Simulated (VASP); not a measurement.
# Mg (R-3m) in VASP: single point with PBEsol

Aim: the single point of Mg with PBEsol.

Everything below comes from runs of VASP 6.6.1. Logs are shortened: lines on timing, memory, paths and dates and some standing lists are left out, and cuts for length are marked.

## Step 1: The cell of the first run

Symmetry: R-3m, No. 166, trigonal system. Conventional cell: a = 3.777 Å, b = 3.777 Å, c = 6.897 Å, α = 90.00°, β = 90.00°, γ = 120.00°. Mg (site symmetry -3m) is surrounded by 6 Mg at 3.17 Å.

This isn't the form of Mg at room conditions, which is hcp.

## Step 2: Single point, PBEsol (Hg replaced by Mg, lengths x 1.041, strained and moved within the space group)

Input file INCAR:

```
ALGO = Normal
EDIFF = 1E-6
ENCUT = 520
GGA = PS
ISIF = 2
ISMEAR = 0
LASPH = True
LCHARG = True
LELF = True
LREAL = False
LVHAR = True
LWAVE = False
NBANDS = 7
NELM = 60
PREC = Accurate
SIGMA = 0.1
```

Input file KPOINTS:

```
k-points
0
Gamma
  15 15 15
```

Input file POSCAR:

```
Mg
1.0
    1.8883628097      1.0902467765      2.2989744684
   -1.8883628097      1.0902467765      2.2989744684
    0.0000000000     -2.1804935530      2.2989744684
Mg
1
Direct
    0.0000000000      0.0000000000      0.0000000000
```

Potentials or basis: VASP PAW PBE potentials, release 64 (Mg).

The run is started by

```sh
$ cat potpaw_PBE.64/Mg/POTCAR > POTCAR
$ mpirun -np 1 vasp_std > vasp.out
```

OUTCAR:

```text
EDIFF = 1E-6
   ENCUT = 520
   GGA = PS
   ISIF = 2
   ISMEAR = 0
   LASPH = True
   LREAL = False
   NELM = 60
   PREC = Accurate

 ion  position               nearest neighbor table
   1  0.000  0.000  0.000-

  LATTYP: Found a trigonal (rhomboedric) cell.
 ALAT       =     3.1685699836
 COS(alpha) =     0.2896469239

  Lattice vectors:

 A1 = (   1.8883628097,   1.0902467765,   2.2989744684)
 A2 = (  -1.8883628097,   1.0902467765,   2.2989744684)
 A3 = (   0.0000000000,  -2.1804935530,   2.2989744684)

Analysis of symmetry for initial positions (statically):
=====================================================================
 Subroutine PRICEL returns:
 Original cell was already a primitive cell.

 Routine SETGRP: Setting up the symmetry group for a
 trigonal (rhombohedral) supercell.

 Subroutine GETGRP returns: Found 12 space group operations
 (whereof 12 operations were pure point group operations)
 out of a pool of 12 trial point group operations.

The static configuration has the point symmetry D_3d.

Analysis of symmetry for dynamics (positions and initial velocities):
=====================================================================
 Subroutine PRICEL returns:
 Original cell was already a primitive cell.

 Routine SETGRP: Setting up the symmetry group for a
 trigonal (rhombohedral) supercell.

 Subroutine GETGRP returns: Found 12 space group operations
 (whereof 12 operations were pure point group operations)
 out of a pool of 12 trial point group operations.

The dynamic configuration has the point symmetry D_3d.

 Subroutine INISYM returns: Found 12 space group operations
 (whereof 12 operations are pure point group operations),
 and found     1 'primitive' translations

----------------------------------------------------------------------------------------

                                     Primitive cell

  volume of cell :      28.3985

  direct lattice vectors                    reciprocal lattice vectors
     1.888362810  1.090246776  2.298974468     0.264779627  0.152870589  0.144992186
    -1.888362810  1.090246776  2.298974468    -0.264779627  0.152870589  0.144992186
     0.000000000 -2.180493553  2.298974468     0.000000000 -0.305741178  0.144992186

  length of vectors
     3.168569984  3.168569984  3.168569984     0.338379080  0.338379080  0.338379080

  position of ions in fractional coordinates (direct lattice)
     0.000000000  0.000000000  0.000000000

[... 71 lines left out ...]
   LSORBIT =      F    spin-orbit coupling
   LASPH  =      T    aspherical Exc in radial PAW
   ENCUT  =  520.0 eV  38.22 Ry    6.18 a.u.   5.89  5.89  5.89*2*pi/ulx,y,z
   NELM   =     60;   NELMIN=  2; NELMDL= -5     # of ELM steps
   EDIFF  = 0.1E-05   stopping-criterion for ELM
   LREAL  =      F    real-space projection
   EDIFFG = 0.1E-04   stopping-criterion for IOM
   NSW    =      0    number of steps for IOM
   IBRION =     -1    ionic relax: 0-MD 1-quasi-New 2-CG
   NFREE  =      0    steps in history (QN), initial steepest desc. (CG)
   ISIF   =      2    stress and relaxation
   ISYM   =      2    0-nonsym 1-usesym 2-fastsym
   POTIM  = 0.5000    time-step for ionic-motion
   TEBEG  =    0.0;   TEEND  =   0.0 temperature during run
   PSTRESS=    0.0 pullay stress
   NELECT =       2.0000    total number of electrons
   NUPDOWN=      -1.0000    fix difference up-down
   EMIN   =  10.00;   EMAX   =-10.00  energy-range for DOS
   EFERMI =   0.00;   METHOD = LEGACY
   ISMEAR =     0;   SIGMA  =   0.10  broadening in eV -4-tet -1-fermi 0-gaus
   EFERMI_NEDOS =   21; number of points for ismear=-14 and -15
   IALGO  =     38    algorithm
   IMIX   =      4    mixing-type and parameters
     AMIX     =   0.40;   BMIX     =  1.00
     AMIX_MAG =   1.60;   BMIX_MAG =  1.00
  volume/ion in A,a.u.               =      28.40       191.64
  Fermi-wavevector in a.u.,A,eV,Ry     =   0.676062  1.277571  6.218669  0.457059
  Thomas-Fermi vector in A             =   1.753263
   LORBIT       =      0    0 simple, 1 ext, 2 COOP (PROOUT), +10 PAW based schemes
   GGA     = PS    functional components
   LHFCALC =     F    Hartree Fock is set to
   AEXX    =    0.0000 exact exchange contribution
   IVDW    =     0    specifies the selected vdW correction
   LEPSILON=     F    determine dielectric tensor
   LRPA    =     F    only Hartree local field effects (RPA)
 non-spin polarized calculation
 Gauss-broadening in eV      SIGMA  =   0.10
  energy-cutoff  :      520.00
  volume of cell :       28.40
 maximum number of plane-waves:       780
   NGX = 11   NGY = 11   NGZ = 11

 number of electron       2.0000000 magnetization

 Free energy of the ion-electron system (eV)
  ---------------------------------------------------
  ext. energy  EPLUGINS =         0.00000000
  ---------------------------------------------------
  free energy    TOTEN  =        -1.49011665 eV

  energy without entropy =       -1.48754604  energy(sigma->0) =       -1.48883134

 E-fermi :   1.5157     XC(G=0):  -7.8782

 val. band max:        1.5148489382   @ k =  -0.2667   0.4667   0.1333
 cond. band min:       1.5291683518   @ k =  -0.4000   0.4000   0.2667
 fundamental gap:      0.0143194137
 Fermi energy:         1.5156520106

 k-point     1 :       0.0000    0.0000    0.0000
  band No.  band energies     occupation
      1      -4.5067      2.00000
      2      10.6804      0.00000
      3      10.6804      0.00000
      4      11.6585      0.00000
      5      11.6585      0.00000
      6      12.2314      0.00000
      7      14.8518      0.00000
[... 221 lines left out ...]
 k-point    24 :       0.2000    0.1333   -0.0000
  band No.  band energies     occupation
      1      -3.7205      2.00000
      2       6.9952      0.00000
      3       9.3416      0.00000
      4      10.6726      0.00000
      5      13.0890      0.00000
      6      14.7510      0.00000
      7      15.5317      0.00000

 [... further k-points ...]
[... 5 lines left out ...]
  --------------------------------------------------------------------------------------
  -------------------------------------------------------------------------------------
  Total       -0.9315919     -0.9315919      0.0479975      0.0000000      0.0000000      0.0000000
  in kB      -52.5582197    -52.5582197      2.7079077      0.0000000      0.0000000      0.0000000
  external PRESSURE =     -34.1361772 kB  Pullay stress =       0.0000000 kB

 VOLUME and BASIS-vectors are now :
 -----------------------------------------------------------------------------
  energy-cutoff  :      520.00
  volume of cell :       28.40
      direct lattice vectors                 reciprocal lattice vectors
     1.888362810  1.090246776  2.298974468     0.264779627  0.152870589  0.144992186
    -1.888362810  1.090246776  2.298974468    -0.264779627  0.152870589  0.144992186
     0.000000000 -2.180493553  2.298974468     0.000000000 -0.305741178  0.144992186

 POSITION                                       TOTAL-FORCE (eV/Angst)
 -----------------------------------------------------------------------------------
      0.00000      0.00000      0.00000        -0.000000      0.000000      0.000000
 -----------------------------------------------------------------------------------
    total drift:                               -0.000000     -0.000000     -0.000000

  FREE ENERGIE OF THE ION-ELECTRON SYSTEM (eV)
  ---------------------------------------------------
  free  energy   TOTEN  =        -1.4901166463 eV

  energy  without entropy=       -1.4875460430  energy(sigma->0) =       -1.48883134
```

Wall time 18 s (1 thread of Intel Xeon Platinum 8559C (Emerald Rapids), shared host); peak memory 0.19 GiB.

Results:

* Free energy: -1.4901 eV
* Pressure: -3.4 GPa
* Band gap on the k mesh: none (metal or under the smearing width)

Levels at points of the mesh, in eV from the Fermi level:
```tsv
k point	band 1	band 2	band 3	band 4	band 5	band 6
(0.00, 0.00, 0.00)	-6.02	9.16	9.16	10.14	10.14	10.72
```

Caveat: the PAW data sets were made with another functional, which shifts forces and pressure a little.
